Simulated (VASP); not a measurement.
# NaI (Fm-3m) in VASP: a series of runs, part 2 of 2

VASP 6.6.1.

## Step 4: Band structure, RPBE

File INCAR:

```
SYSTEM = NaI
PREC = Accurate ; ENCUT = 520
EDIFF = 1E-6 ; ISMEAR = -1
SIGMA = 0.05 ; LREAL = .False.
LASPH = .True. ; NELM = 80
ALGO = Normal ; ISIF = 2
LWAVE = .False. ; LCHARG = .False.
GGA = RP
```

File KPOINTS:

```
regular mesh
0
Gamma
  7 7 7
  0 0 0
```

File POSCAR:

```
NaI
1.0
    0.0000000000      3.2364000000      3.2364000000
    3.2364000000      0.0000000000      3.2364000000
    3.2364000000      3.2364000000      0.0000000000
I Na
1 1
Direct
    0.5000000000      0.5000000000      0.5000000000
    0.0000000000      0.0000000000      0.0000000000
```

File KPOINTS_OPT:

```
path GXWKGLUWLK,UX
10
line-mode
reciprocal
 0.0000000000  0.0000000000  0.0000000000  G
 0.5000000000  0.0000000000  0.5000000000  X

 0.5000000000  0.0000000000  0.5000000000  X
 0.5000000000  0.2500000000  0.7500000000  W

 0.5000000000  0.2500000000  0.7500000000  W
 0.3750000000  0.3750000000  0.7500000000  K

 0.3750000000  0.3750000000  0.7500000000  K
 0.0000000000  0.0000000000  0.0000000000  G

 0.0000000000  0.0000000000  0.0000000000  G
 0.5000000000  0.5000000000  0.5000000000  L

 0.5000000000  0.5000000000  0.5000000000  L
 0.6250000000  0.2500000000  0.6250000000  U

 0.6250000000  0.2500000000  0.6250000000  U
 0.5000000000  0.2500000000  0.7500000000  W

 0.5000000000  0.2500000000  0.7500000000  W
 0.5000000000  0.5000000000  0.5000000000  L

 0.5000000000  0.5000000000  0.5000000000  L
 0.3750000000  0.3750000000  0.7500000000  K

 0.6250000000  0.2500000000  0.6250000000  U
 0.5000000000  0.0000000000  0.5000000000  X
```

Command:

```console
$ cat potpaw_PBE.64/I/POTCAR potpaw_PBE.64/Na_pv/POTCAR > POTCAR
$ mpirun -np 1 vasp_std > vasp.out
```

Wall time 35 s (1 thread of AMD EPYC 9R45 (Zen 5), shared host); peak memory 0.18 GiB.

The run converged. Its results:

```yaml
Free_energy: -5.0216 eV
Pressure: 1.6 GPa
Band_gap_on_the_k_mesh: 3.90 eV, direct
Band_gap_along_the_path: 3.90 eV, direct
```

Levels at the corners of the path, in eV from the valence-band top:
```csv
point,band 4,band 5,band 6,band 7,band 8,band 9,band 10,band 11
Γ,-10.97,0.00,0.00,0.00,3.90,8.05,8.05,8.05
X,-10.58,-1.85,-0.73,-0.73,4.70,5.73,10.10,11.53
X,-10.58,-1.85,-0.73,-0.73,4.70,5.73,10.10,11.53
W,-10.58,-1.37,-1.37,-0.90,6.00,7.64,7.64,8.09
W,-10.58,-1.37,-1.37,-0.90,6.00,7.64,7.64,8.09
K,-10.58,-1.59,-1.30,-0.59,5.40,6.85,8.87,9.35
K,-10.58,-1.59,-1.30,-0.59,5.40,6.85,8.87,9.35
Γ,-10.97,0.00,0.00,0.00,3.90,8.05,8.05,8.05
Γ,-10.97,0.00,0.00,0.00,3.90,8.05,8.05,8.05
L,-10.66,-2.12,-0.28,-0.28,5.31,7.59,7.59,8.95
L,-10.66,-2.12,-0.28,-0.28,5.31,7.59,7.59,8.95
U,-10.58,-1.59,-1.30,-0.59,5.40,6.85,8.87,9.35
U,-10.58,-1.59,-1.30,-0.59,5.40,6.85,8.87,9.35
W,-10.58,-1.37,-1.37,-0.90,6.00,7.64,7.64,8.09
W,-10.58,-1.37,-1.37,-0.90,6.00,7.64,7.64,8.09
L,-10.66,-2.12,-0.28,-0.28,5.31,7.59,7.59,8.95
L,-10.66,-2.12,-0.28,-0.28,5.31,7.59,7.59,8.95
K,-10.58,-1.59,-1.30,-0.59,5.40,6.85,8.87,9.35
U,-10.58,-1.59,-1.30,-0.59,5.40,6.85,8.87,9.35
X,-10.58,-1.85,-0.73,-0.73,4.70,5.73,10.10,11.53
```

Caveat: the PAW data sets were made with another functional, which shifts forces and pressure a little; spin-orbit coupling is left out, which moves the levels of the heavy elements. RPBE gaps usually lie below the measured ones, often by a third to a half.

## Step 5: Band structure, revPBE

POSCAR is that of step 4.

File INCAR.step1:

```
SYSTEM = NaI
PREC = Accurate
ENCUT = 520
EDIFF = 1E-6
ISMEAR = -1
SIGMA = 0.05
LREAL = .FALSE.
LASPH = .TRUE.
NELM = 100
ALGO = Fast
ISIF = 2
LWAVE = .FALSE.
LCHARG = .TRUE.
GGA = RE
NBANDS = 14
```

File KPOINTS.step1:

```
Automatic mesh
0
G
  7 7 7
  0 0 0
```

File INCAR.step2:

```
SYSTEM = NaI
PREC = Accurate
ENCUT = 520
EDIFF = 1E-6
ISMEAR = 0
SIGMA = 0.05
LREAL = .FALSE.
LASPH = .TRUE.
NELM = 100
ALGO = Fast
ISIF = 2
LWAVE = .FALSE.
LCHARG = .FALSE.
GGA = RE
NBANDS = 14
ICHARG = 11
```

File KPOINTS.step2:

```
path GXWKGLUWLK,UX
10
line-mode
reciprocal
 0.0000000000  0.0000000000  0.0000000000  G
 0.5000000000  0.0000000000  0.5000000000  X

 0.5000000000  0.0000000000  0.5000000000  X
 0.5000000000  0.2500000000  0.7500000000  W

 0.5000000000  0.2500000000  0.7500000000  W
 0.3750000000  0.3750000000  0.7500000000  K

 0.3750000000  0.3750000000  0.7500000000  K
 0.0000000000  0.0000000000  0.0000000000  G

 0.0000000000  0.0000000000  0.0000000000  G
 0.5000000000  0.5000000000  0.5000000000  L

 0.5000000000  0.5000000000  0.5000000000  L
 0.6250000000  0.2500000000  0.6250000000  U

 0.6250000000  0.2500000000  0.6250000000  U
 0.5000000000  0.2500000000  0.7500000000  W

 0.5000000000  0.2500000000  0.7500000000  W
 0.5000000000  0.5000000000  0.5000000000  L

 0.5000000000  0.5000000000  0.5000000000  L
 0.3750000000  0.3750000000  0.7500000000  K

 0.6250000000  0.2500000000  0.6250000000  U
 0.5000000000  0.0000000000  0.5000000000  X
```

Command:

```console
$ cat potpaw_PBE.64/I/POTCAR potpaw_PBE.64/Na_pv/POTCAR > POTCAR
$ cp INCAR.step1 INCAR
$ cp KPOINTS.step1 KPOINTS
$ mpirun -np 1 vasp_std > vasp.out
$ cp INCAR.step2 INCAR
$ cp KPOINTS.step2 KPOINTS
$ mpirun -np 1 vasp_std > vasp.out
```

Wall time 54 s (1 thread of AMD EPYC 9R45 (Zen 5), shared host); peak memory 0.22 GiB.

The run converged. Its results:

```
Band gap on the k mesh  : 3.86 eV, direct
Band gap along the path : 3.86 eV, direct
```

Levels at the corners of the path, in eV from the valence-band top:
```csv
point,band 3,band 4,band 5,band 6,band 7,band 8,band 9,band 10,band 11,band 12
Γ,-22.46,-10.98,0.00,0.00,0.00,3.86,8.02,8.02,8.02,9.81
X,-22.46,-10.59,-1.86,-0.73,-0.73,4.69,5.69,10.05,11.50,11.50
X,-22.46,-10.59,-1.86,-0.73,-0.73,4.69,5.69,10.05,11.50,11.50
W,-22.46,-10.59,-1.37,-1.37,-0.91,5.99,7.60,7.60,8.07,12.16
W,-22.46,-10.59,-1.37,-1.37,-0.91,5.99,7.60,7.60,8.07,12.16
K,-22.46,-10.59,-1.60,-1.31,-0.59,5.39,6.82,8.83,9.34,10.18
K,-22.46,-10.59,-1.60,-1.31,-0.59,5.39,6.82,8.83,9.34,10.18
Γ,-22.46,-10.98,0.00,0.00,0.00,3.86,8.02,8.02,8.02,9.81
Γ,-22.46,-10.98,0.00,0.00,0.00,3.86,8.02,8.02,8.02,9.81
L,-22.46,-10.67,-2.13,-0.28,-0.28,5.26,7.57,7.57,8.95,10.50
L,-22.46,-10.67,-2.13,-0.28,-0.28,5.26,7.57,7.57,8.95,10.50
U,-22.46,-10.59,-1.60,-1.31,-0.59,5.39,6.82,8.83,9.34,10.18
U,-22.46,-10.59,-1.60,-1.31,-0.59,5.39,6.82,8.83,9.34,10.18
W,-22.46,-10.59,-1.37,-1.37,-0.91,5.99,7.60,7.60,8.07,12.16
W,-22.46,-10.59,-1.37,-1.37,-0.91,5.99,7.60,7.60,8.07,12.16
L,-22.46,-10.67,-2.13,-0.28,-0.28,5.26,7.57,7.57,8.95,10.50
L,-22.46,-10.67,-2.13,-0.28,-0.28,5.26,7.57,7.57,8.95,10.50
K,-22.46,-10.59,-1.60,-1.31,-0.59,5.39,6.82,8.83,9.34,10.18
U,-22.46,-10.59,-1.60,-1.31,-0.59,5.39,6.82,8.83,9.34,10.18
X,-22.46,-10.59,-1.86,-0.73,-0.73,4.69,5.69,10.05,11.50,11.50
```

Caveat: the log is that of the step along the path at fixed density, whose energy, stress, charges and moments have no meaning; the PAW data sets were made with another functional, which shifts forces and pressure a little; spin-orbit coupling is left out, which moves the levels of the heavy elements. A hybrid or GW would open this gap; revPBE tends to underestimate it.

## Step 6: The reference run

An earlier run on the cell as given: functional PBE; potentials or basis VASP PAW PBE potentials, release 64 (I, Na_pv); cutoff 520 eV; k mesh 7 × 7 × 7; occupations fermi-dirac, width 0.05 eV; no spin polarisation.

* Pressure: 0.4 GPa
* Band gap on the k mesh: 3.64 eV, direct

## Step 7: Overview

| task | level | spin | k mesh | grid for exact exchange (PRECFOCK) | exchange at q = 0 | mesh quality | gap on the mesh (eV) | pressure (GPa) |
| --- | --- | --- | --- | --- | --- | --- | --- | --- |
| band structure | HF | off | 4 × 4 × 4 | Fast | default | coarse | - | 1.8 |
| band structure | PBEsol | SOC, no magnetisation | 5 × 5 × 5 | - | - | not flagged | - | -0.4 |
| band structure | RPBE | off | 7 × 7 × 7 | - | - | not flagged | 3.90 | 1.6 |
| band structure | revPBE | off | 7 × 7 × 7 | - | - | not flagged | 3.86 | - |
| single point | PBE | off | 7 × 7 × 7 | - | - | not flagged | 3.64 | 0.4 |

Alike in all rows: potentials or basis VASP PAW PBE potentials, release 64 (I, Na_pv); cell as given; cutoff (eV) 520; smearing fermi-dirac 0.05 eV.

Caveats: some runs use coarse meshes; the PAW data sets were made with another functional, which shifts forces and pressure a little (some runs); spin-orbit coupling is left out, which moves the levels of the heavy elements (some runs); an unscreened hybrid on a path of extra k points without a Coulomb cutoff has errors near the mesh points, so the bands along the path aren't reliable (some runs).

Absolute energies hang on the potentials; compare differences alone.
